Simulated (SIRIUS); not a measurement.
The system is AgCl (Chlorargyrite).

```
Ag Cl
1.0
     0.00000    2.73500    2.73500
     2.73500    0.00000    2.73500
     2.73500    2.73500    0.00000
Ag Cl
1 1
Direct
  0.00000 0.00000 0.00000
  0.50000 0.50000 0.50000
```

Base run:

```yaml
Program: SIRIUS 7.10.0
Functional: PBEsol
Potentials_or_basis: PseudoDojo 0.4.1 PBE standard (scalar relativistic)
Cutoff: 1127 eV
Density_cutoff: 4507 eV
k_mesh: 8 × 8 × 8
Occupations: fermi-dirac, width 0.05 eV
Spin: no spin polarisation
Hubbard_terms: Ag d U = 4 eV
```

Its results: band gap on the k mesh 1.47 eV; pressure 0.2 GPa.

**Question.** The run is repeated on the same cell with these changes: hubbard terms from Ag d U = 4 eV to Ag d U = 6 eV. What comes out?

**Answer.** Band gap on the k mesh 1.73 eV; pressure 0.6 GPa.

Caveats: the potentials were made for another functional, which shifts forces and pressure.

A k mesh can miss the band edges.
